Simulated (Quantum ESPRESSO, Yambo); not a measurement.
# ZnSe (Stilleite): changed settings of a GW run in Yambo

A base run on ZnSe (Stilleite), then changed inputs.

Main program and level: Yambo 5.3.0; PBE and many-body steps on it, plane waves.

### Step 1. Set-up

The structure is cubic, space group F-43m (No. 216). Conventional cell: a = 5.668 Å, b = 5.668 Å, c = 5.668 Å, α = 90.00°, β = 90.00°, γ = 90.00°. Nearest to Zn lie 4 Se at 2.45 Å. Nearest to Se lie 4 Zn at 2.45 Å. Farther neighbours and most contacts between anions are not listed.

As a file:

```cif
data_structure
_symmetry_space_group_name_H-M 'F-43m'
_symmetry_Int_Tables_number 216
_cell_length_a 5.6676
_cell_length_b 5.6676
_cell_length_c 5.6676
_cell_angle_alpha 90.000
_cell_angle_beta 90.000
_cell_angle_gamma 90.000
_cell_volume 182.05
loop_
_atom_site_label
_atom_site_type_symbol
_atom_site_symmetry_multiplicity
_atom_site_Wyckoff_symbol
_atom_site_fract_x
_atom_site_fract_y
_atom_site_fract_z
_atom_site_occupancy
Zn1 Zn 4 a 0.00000 0.00000 0.00000 1
Se1 Se 4 d 0.25000 0.25000 0.75000 1
```

The cell and positions come from the Crystallography Open Database and are kept as given unless a step says otherwise.

### Step 2. Base

This step: Yambo 5.3.0; G0W0 on PBE, plane waves, norm-conserving pseudopotentials.

G0W0 replaces the xc potential by the self-energy, built once from these orbitals. Only a window of levels is corrected, while the sums run over the empty bands that the input names.

File gw2.in:

```
HF_and_locXC
gw0
dyson
ppa
em1d
rim_cut
RandQpts= 1000000
RandGvec= 1 RL
EXXRLvcs= 104 Ry
VXCRLvcs= 416 Ry
Chimod= "HARTREE"
% BndsRnXp
 1 | 241 |
%
NGsBlkXp= 17 Ry
% LongDrXp
 1 | 1 | 1 |
%
% GbndRnge
 1 | 241 |
%
DysSolver= "n"
ExtendOut
PPAPntXp= 27.21138 eV
% QPkrange
 1 | 1 | 21 | 24 |
%
```

Command:

```
$ OMP_NUM_THREADS=1 mpirun -n 8 yambo -F gw2.in -J gw2 -C gw2 > gw2.log
```

What it wrote:

```text
 Yambo, version 5.3.0

 [02] CORE Variables Setup
 =========================

  [... cell, symmetries and grids as in the set-up ...]

  [02.05] Energies & Occupations
  ==============================

  [X] === General ===
  [X] Electronic Temperature                        :  0.000000  0.000000 [eV K]
  [X] Bosonic    Temperature                        :  0.000000  0.000000 [eV K]
  [X] Finite Temperature mode                       : no
  [X] El. density                                   :  0.96675E+24 [cm-3]
  [X] Fermi Level                                   :  8.779089 [eV]

  [X] === Gaps and Widths ===
  [X] Conduction Band Min                           :  1.291205 [eV]
  [X] Valence Band Max                              :  0.000000 [eV]
  [X] Filled Bands                                  :  22
  [X] Empty Bands                                   :    23   559
  [X] Direct Gap                                    :  1.291205 [eV]
  [X] Direct Gap localized at k                     :  1
  [X] Indirect Gap                                  :  1.291205 [eV]
  [X] Indirect Gap between kpts                     :  1  1
  [X] Last valence band width                       :  2.657666 [eV]
  [X] 1st conduction band width                     :  4.197883 [eV]

 [03] Transferred momenta grid and indexing
 ==========================================

 IBZ Q-points                                      :   8
 BZ  Q-points                                      :   64

 K/Q-points units:
 rlu = crystal or reduced units; cc = cartesian coordinates; iku = interal k-units

 Q [1]          [rlu]:  0.000000  0.000000  0.000000
 Q [2]          [rlu]:  0.33641E-17  0.33641E-17  0.25000
 Q [3]          [rlu]: -0.67283E-17 -0.67283E-17 -0.50000
 Q [4]          [rlu]: -0.60307E-17  0.25000      0.25000
 Q [5]          [rlu]: -0.10514E-16  0.25000      0.50000
 Q [6]          [rlu]: -0.67283E-17  0.25000     -0.25000
 Q [7]          [rlu]:  0.12061E-16 -0.50000     -0.50000
 Q [8]          [rlu]:  0.250000 -0.500000 -0.250000

 [04] Coloumb potential Random Integration (RIM)
 ===============================================

  [04.01] RIM initialization
  ==========================

  * Diagonal components only detected *

  8 x (sBL volume)        :  0.100952 [a.u.]
  sBZ random points       :  1000000
  Points outside the sBZ  :   7968281
  RL volume               :  0.807617 [a.u.]
  Integrated volume       :  0.810832 [a.u.]

  [04.02] RIM integrals
  =====================

  Gamma point sphere radius             :  0.084461 [a.u.]
  Points outside the sphere             :   800476
  [Int_sBZ(q=0) 1/q^2]*(Vol_sBZ)^(-1/3) =:  7.776341
                                 should be <:  7.795600

  Summary of Coulomb integrals for non-metallic bands |Q|[au] RIM/Bare

  Q [1] 0.100000E-4 0.997530 * Q [2] 0.254029 1.068455
  Q [4] 0.293327 1.068048 * Q [6] 0.414827 1.030576
  Q [5] 0.486428 1.023062 * Q [3] 0.508057 1.020719
  Q [7] 0.586654 1.016898 * Q [8] 0.655899 1.013831

 [WARNING] [Xp] User bands 1-241 break level degeneracy

 [05] Dipoles
 ============

  [05.01] Setup: observables and procedures
  =========================================

 [06] Dynamic Dielectric Matrix (PPA)
 ====================================

 [SLK-Inversion]  Pools        :  2
 [SLK-Inversion]  BLACS grid   :  2  2

 [WR./gw2//ndb.pp]---------------------------------------------------------------
  Brillouin Zone Q/K grids (IBZ/BZ)                :    8   64    8   64
  RL vectors                                       :   6615 [WF]
  Coulomb cutoff potential                         : none
  Electronic Temperature                           :  0.000000 [K]
  Bosonic    Temperature                           :  0.000000 [K]
  PPA    diel. fun.  energies                      : Perdew, Burke & Ernzerhof(X)+Perdew, Burke & Ernzerhof(C)
  wavefunctions                                    : Perdew, Burke & Ernzerhof(X)+Perdew, Burke & Ernzerhof(C)
  Global Gauge                                     : length
  X matrix size                                    :   387
  X band range                                     :    1  241
  X e/h energy range                               : -1.000000 -1.000000 [eV]
  X Time ordering                                  : R
  X Hxc Kernel                                     : HARTREE
  X Drude frequency                                :  0.000000  0.000000
  X poles                                          :  100.0000 [o/o]
  RL vectors in the sum                            :   6615
  [r,Vnl] included                                 : yes
  Field direction                                  :  0.577350E-5  0.577350E-5  0.577350E-5
  BZ energy Double Grid                            : no
  BZ energy DbGd points                            : 0
  BZ Q point size factor                           : -1.000000
  X Optical Averaged directions                    : none

 [07] Local Exchange-Correlation + Non-Local Fock
 ================================================

 [VXC] Plane waves :   44039
 [EXS] Plane waves :   5601

 QP @ state[ 1 ] K range:  1  1
 QP @ state[ 1 ] b range:  21  24

 [xc] Functional : Perdew, Burke & Ernzerhof(X)+Perdew, Burke & Ernzerhof(C)
 [xc] LIBXC used to calculate xc functional
  PP Number of Atomic Species                      :  2
  NLCC RL compoments                               :   44039
  PP Number of Atomic Species                      :  2
  NLCC RL compoments                               :   44039

 [xc] E_xc :  -44.07142 [Ha]
      E_xc :  -88.14284 [Ry]

  Local XC kind (lXC) : Perdew, Burke & Ernzerhof(X)+Perdew, Burke & Ernzerhof(C)
  Non-Local XC kind (nlXC) : Hartree-Fock

  Corrections @ K [1] :  [eV]
 <21|nlXC|21> = -19.77204 -0.41030E-17 <21|lXC|21> = -17.09314  0.000000
 <22|nlXC|22> = -19.77192  0.11510E-16 <22|lXC|22> = -17.09314  0.23602E-16
 <23|nlXC|23> = -8.904226  0.17650E-17 <23|lXC|23> = -12.79076  0.94408E-16
 <24|nlXC|24> = -6.297340  0.64940E-18 <24|lXC|24> = -11.02908 -0.94408E-16

 [08] Dyson equation: Newton solver
 ==================================

  [08.01] G0W0 (W PPA)
  ====================

  [  GW  ] Bands range     :    1  241
  [GW/PPA] G damping       :  0.100000 [eV]

  QP @ state[ 1 ] K range:  1  1
  QP @ state[ 1 ] b range:  21  24

   Sc/G bands                                       :    1  241
   Sc/G damping                                     :  0.100000 ev
   Sc bands terminator                              : no
   Sx RL components                                 :   5601

   QP @ state[ 1 ] K range                          :  1  1
   QP @ state[ 1 ] b range                          :  21  24
   GF energies kind                                 : Perdew, Burke & Ernzerhof(X)+Perdew, Burke & Ernzerhof(C)
   GF WF`s kind                                     : Perdew, Burke & Ernzerhof(X)+Perdew, Burke & Ernzerhof(C)
   Xs energies kind                                 : Perdew, Burke & Ernzerhof(X)+Perdew, Burke & Ernzerhof(C)
   Xs WF`s kind                                     : Perdew, Burke & Ernzerhof(X)+Perdew, Burke & Ernzerhof(C)

 [11] Game Over & Game summary
```

The job ended after 4.4 min (8 MPI ranks of Arm Neoverse V1, shared host; peak memory 4.6 GiB).

This step gave:

* G0W0 gap on the points computed: 2.039 eV
* starting gap on the mesh: 1.291 eV
* k of the valence top: 0, 0, 0
* k of the conduction bottom: 0, 0, 0
* least direct G0W0 gap on the computed points: 2.039 eV
* Z at the valence top: 0.7958
* Z at the conduction bottom: 0.8127

The gap on the mesh goes from 1.29 eV to 2.04 eV, a correction of +0.75 eV.

### Step 3. Scissors in G

gw6.in, as its differences from gw2.in of step 2:

```diff
@@ -27 +27,4 @@
 %
+% GfnQP_E
+ 0.5 | 1.0 | 1.0 |
+%
```

Command:

```
$ OMP_NUM_THREADS=1 mpirun -n 8 yambo -F gw6.in -J gw6,gw2_W -C gw6 > gw6.log
```

What it wrote:

```text
 Yambo, version 5.3.0

 [02] CORE Variables Setup
 =========================

  [... cell, symmetries and grids as in the set-up ...]

  [02.05] Energies & Occupations
  ==============================

  [X] === General ===
  [X] Electronic Temperature                        :  0.000000  0.000000 [eV K]
  [X] Bosonic    Temperature                        :  0.000000  0.000000 [eV K]
  [X] Finite Temperature mode                       : no
  [X] El. density                                   :  0.96675E+24 [cm-3]
  [X] Fermi Level                                   :  8.779089 [eV]

  [X] === Gaps and Widths ===
  [X] Conduction Band Min                           :  1.291205 [eV]
  [X] Valence Band Max                              :  0.000000 [eV]
  [X] Filled Bands                                  :  22
  [X] Empty Bands                                   :    23   559
  [X] Direct Gap                                    :  1.291205 [eV]
  [X] Direct Gap localized at k                     :  1
  [X] Indirect Gap                                  :  1.291205 [eV]
  [X] Indirect Gap between kpts                     :  1  1
  [X] Last valence band width                       :  2.657666 [eV]
  [X] 1st conduction band width                     :  4.197883 [eV]

 [03] Transferred momenta grid and indexing
 ==========================================

 IBZ Q-points                                      :   8
 BZ  Q-points                                      :   64

 K/Q-points units:
 rlu = crystal or reduced units; cc = cartesian coordinates; iku = interal k-units

 Q [1]          [rlu]:  0.000000  0.000000  0.000000
 Q [2]          [rlu]:  0.33641E-17  0.33641E-17  0.25000
 Q [3]          [rlu]: -0.67283E-17 -0.67283E-17 -0.50000
[...]
[G+QP] Indirect Gap                               :  1.791205 [eV]
  [G+QP] Indirect Gap between kpts                  :  1  1
  [G+QP] Last valence band width                    :  2.657666 [eV]
  [G+QP] 1st conduction band width                  :  4.197883 [eV]

  [coarse-grid] Minimum Bare Gap        [ev]:  1.291205
  [coarse-grid] Minimum Gap Correction  [ev]:  0.500000

  Eqp @ K [1]
  -207.2221 -146.7002 -146.7002 -146.7002 -125.2451  -79.4047  -79.4047  -79.4047
  -46.87564 -46.87564 -46.87564 -46.87154 -46.87154 -13.25808  -6.54231  -6.54231
   -6.5423      -6.1742      -6.1742     -0.44787E-11 -0.32869E-11   0.0000       1.7912       6.3138
[...]
Eqp @ K [2]
[...]
Eqp @ K [3]
[...]
Eqp @ K [4]
[...]
Eqp @ K [5]
[...]
[... 2 further k-points ...]
  Eqp @ K [8]
[...]
20.02171  20.34500  20.64734  22.49232  22.61020  25.06297  27.06590  27.35077
   27.76712  27.90392  28.41862  29.36436  29.46219  31.07898  35.98344  36.16737

 [06] Dipoles
 ============

  [06.01] Setup: observables and procedures
  =========================================

 [07] Dynamic Dielectric Matrix (PPA)
 ====================================

   Sc/G bands                                       :    1  241
   Sc/G damping                                     :  0.100000 ev
   Sc bands terminator                              : no
   Sx RL components                                 :   5601

   QP @ state[ 1 ] K range                          :  1  1
   QP @ state[ 1 ] b range                          :  21  24
   GF energies kind                                 : Perdew, Burke & Ernzerhof(X)+Perdew, Burke & Ernzerhof(C)+ user defined corrections @E
   GF WF`s kind                                     : Perdew, Burke & Ernzerhof(X)+Perdew, Burke & Ernzerhof(C)
   Xs energies kind                                 : Perdew, Burke & Ernzerhof(X)+Perdew, Burke & Ernzerhof(C)
   Xs WF`s kind                                     : Perdew, Burke & Ernzerhof(X)+Perdew, Burke & Ernzerhof(C)

 [12] Game Over & Game summary
```

Wall time 50 s (8 MPI ranks); peak memory 4.4 GiB.

Numbers from this step:

| Property | Result |
| --- | --- |
| G0W0 gap on the points computed | 2.090 eV |
| starting gap on the mesh | 1.291 eV |
| k of the valence top | 0, 0, 0 |
| k of the conduction bottom | 0, 0, 0 |
| least direct G0W0 gap on the computed points | 2.090 eV |
| Z at the valence top | 0.7968 |
| Z at the conduction bottom | 0.8178 |

The program's own table gives 2.181 eV, which is too large where the input levels are shifted: this version takes Σc at the unshifted level E₀, yet steps from the shifted one. The value above is the Newton step from E₀, E₀ + Z(Σc + Σx − Vxc), rebuilt from the printed columns.

### Step 4. Side by side

Times are wall times on 8 MPI ranks of Arm Neoverse V1, shared host, good to a factor of about two.

| run | mesh | bands | screening cutoff (eV) | DFT gap (eV) | gap on the mesh (eV) | direct (eV) | time |
| --- | --- | --- | --- | --- | --- | --- | --- |
| base | 4×4×4 | 241 | 231.3 | 1.291 | 2.039 | 2.039 | 4.4 min |
| scissors in G | 4×4×4 | 241 | 231.3 | 1.291 | 2.090 | 2.090 | 50 s |

### Step 5. Outcome

```yaml
base: 2.039 eV
scissors_in_g: 2.090 eV
known_limits: not at the basis limit; no spin-orbit coupling; coarse k mesh
```

**Reading.** Scissors in G: +0.051 eV against base (keys changed: GfnQP_E). Bands and cutoff are finite, so the gap is not at the basis limit. The miss can reach some tenths of an eV and take either sign; the mesh is an error of its own. In the G0W0 runs levels were corrected at 1 k point alone, so a gap called «on the mesh» is the least over those, and an edge elsewhere would be missed. The 4×4×4 mesh is coarse for this cell, which bears on the long-range parts of exchange and screening. The many-body steps are scalar-relativistic: spin-orbit coupling is not in them.

[Paths, hosts, dates, memory and timing lines, banners, echoed tables and standing remarks are left out of the program output.]

[Logs are printed without paths, hosts, clocks, repeated set-up lines and the standing remarks that a program may print on its own settings, such as how far it seeks lower states.]

[Runs of the session that timed out or met a known fault of the program may be left out.]

[Hosts, paths, dates, database ids (printed as entryN), source tags and the programs' standing remarks are cut or masked in the printed files.]
